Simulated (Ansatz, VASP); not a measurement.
## Si: VASP beside Ansatz

The input INCAR:

```
ALGO = Normal ; EDIFF = 1E-6
EDIFFG = -0.002 ; ENCUT = 600
GGA = RP ; IBRION = 2
ISIF = 3 ; ISMEAR = 0
LASPH = True ; LCHARG = False
LREAL = False ; LWAVE = False
NELM = 80 ; NSW = 100
PREC = Accurate ; SIGMA = 0.02
```

File KPOINTS:

```
k-points
0
Gamma
  8 8 8
```

Contents of POSCAR:

```
Si
1.0
    0.0000000000      2.7185000000      2.7185000000
    2.7185000000      0.0000000000      2.7185000000
    2.7185000000      2.7185000000      0.0000000000
Si
2
Direct
    0.5000000000      0.5000000000      0.5000000000
    0.7500000000      0.7500000000      0.7500000000
```

Input for Ansatz:

```yaml
crystal:
  lattice:
    - [0.0, 2.7185, 2.7185]
    - [2.7185, 0.0, 2.7185]
    - [2.7185, 2.7185, 0.0]
  atoms:
    - { symbol: Si, position: [0.5, 0.5, 0.5] }
    - { symbol: Si, position: [0.75, 0.75, 0.75] }
basis:
  ecutwfc: 420
kpoints:
  mp_grid: { grid: [8, 8, 8] }
hamiltonian:
  xc: rpbe
  pseudopotentials: { kind: paw, azcp: { folder: soft_1 } }
scf:
  occupations: { method: gaussian, width: 0.02 }
output:
  forces: true
  stress: true
  eigenvalues: true
  write_density: true
  write_potential: true
  elf: true
  volumetric_format: npy
relax:
  adjacent_minimum: "off"
  f_tol: 0.002
  max_steps: 80
  cell: { stress_tol: 0.02 }
```

Alike in both runs: task relaxation of cell and atoms; functional RPBE; k mesh 8 × 8 × 8; occupations gaussian, width 0.02 eV; no spin polarisation.

|  | VASP | Ansatz |
| --- | --- | --- |
| version | VASP 6.6.1 | Ansatz 0.2.0 |
| potentials or method | VASP PAW PBE potentials, release 64 (Si) | scalar-relativistic, plane waves, PAW |
| plane-wave cutoff (eV) | 600 | 420 |
| valence electrons in the cell | 8 | 8 |

Ansatz gave:

```
gap on the k mesh at the Fermi level, each at its own relaxed structure (eV) : 0.74
relaxed volume (Å³/atom)                                                     : 20.82
relaxed cell length with the largest relative difference (Å)                 : 3.890
energy change over the relaxation (meV/atom)                                 : -7
```

Problem. What did VASP give for the same quantities?

Solution. gap on the k mesh at the Fermi level, each at its own relaxed structure (eV): 0.73; relaxed volume (Å³/atom): 20.77; relaxed cell length with the largest relative difference (Å): 3.887; energy change over the relaxation (meV/atom): -6.

Caveats: the PAW data sets were made with another functional, which shifts forces and pressure a little (VASP). Zero-point motion and thermal expansion aren't in these numbers. RPBE and its kin give volumes clearly too large for solids.
